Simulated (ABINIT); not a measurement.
SrO:

```
Sr O
1.0
     3.55329    0.00000    0.00000
    -1.77664    3.07724    0.00000
     0.00000    0.00000    6.21730
Sr O
2 2
Direct
  0.66667 0.33333 0.75000
  0.33333 0.66667 0.25000
  0.00000 0.00000 0.50000
  0.00000 0.00000 0.00000
```

Measurements of this composition are mostly on another form, of space group No. 225.

Base run:

| Item | Value |
| --- | --- |
| Program | ABINIT 10.8.3 (patched build) |
| Functional | PBE |
| Potentials or basis | JTH PAW PBE v2.0 |
| Cutoff | 626 eV |
| k mesh | 9 × 9 × 5 |
| Occupations | fermi-dirac, width 0.05 eV |
| Spin | no spin polarisation |

Its results: band gap on the k mesh 3.08 eV, direct; pressure 1.2 GPa.

Question: The run is repeated on the same cell with these changes: functional from PBE to LDA; potentials or basis from JTH PAW PBE v2.0 to JTH PAW LDA v2.0. What comes out?

Answer: Band gap on the k mesh 2.87 eV, direct; pressure -5.9 GPa.

Caveats: an odd mesh through Γ misses points on the zone boundary, where band edges often lie (some runs).
